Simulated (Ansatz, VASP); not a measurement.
**Two plane-wave programs on KTaO3**

```
K Ta O
1.0
     4.02438    0.00000    0.00000
     0.00000    4.02438    0.00000
     0.00000    0.00000    4.02438
K Ta O
1 1 3
Direct
  0.50000 0.50000 0.50000
  0.00000 0.00000 0.00000
  0.50000 0.00000 0.00000
  0.00000 0.50000 0.00000
  0.00000 0.00000 0.50000
```

Alike in both runs: functional PBE; k mesh 8 × 8 × 8; occupations gaussian, width 0.02 eV; no spin polarisation.

Ansatz relaxed the structure, and its values are those at the end. VASP's run is a single point on that final structure, the one shown.

|  | VASP | Ansatz |
| --- | --- | --- |
| version | VASP 6.6.1 | Ansatz 0.2.0 |
| potentials or method | VASP PAW PBE potentials, release 64 (K_sv, Ta_pv, O) | scalar-relativistic, plane waves, PAW |
| plane-wave cutoff (eV) | 520 | 420 |
| valence electrons in the cell | 38 | 40 |

VASP gave:

* gap on the k mesh at the Fermi level (eV): 2.12
* least direct gap on the mesh (eV): 2.75
* pressure (GPa): 0.6

Q: Estimate Ansatz's values.

A: gap on the k mesh at the Fermi level (eV): 2.16; least direct gap on the mesh (eV): 2.78; pressure (GPa): 0.0.

The two sets of potentials don't hold the same shells in valence.

Caveats: spin-orbit coupling is left out, which moves the levels of the heavy elements. As with any semilocal functional, this PBE gap is likely too small. A k mesh can miss the band edges.
